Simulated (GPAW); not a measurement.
The system is ZnO (zincite).

```
Zn O
1.0
     3.24931    0.00000    0.00000
    -1.62465    2.81398    0.00000
     0.00000    0.00000    5.20571
Zn O
2 2
Direct
  0.66667 0.33333 0.00000
  0.33333 0.66667 0.50000
  0.33333 0.66667 0.87901
  0.66667 0.33333 0.37901
```

Base run:

| Quantity | Value |
| --- | --- |
| Program | GPAW 26.7.0 |
| Functional | MS2 |
| Potentials or basis | GPAW PAW data sets (gpaw-data 1.2.1) |
| Cutoff | 800 eV |
| Basis | pw |
| k mesh | 6 × 6 × 3 |
| Occupations | fermi-dirac, width 0.05 eV |
| Spin | no spin polarisation |

Its results: band gap on the k mesh 0.73 eV, direct; largest force 0.076 eV/Å.

Q: The run is repeated on the same cell with these changes: functional from MS2 to BEEF-vdW. What comes out?

A: Band gap on the k mesh 1.07 eV, direct; largest force 0.087 eV/Å.

Caveats: the PAW data sets were made with another functional, which shifts forces and pressure a little.

Not every run made on this cell is shown here.
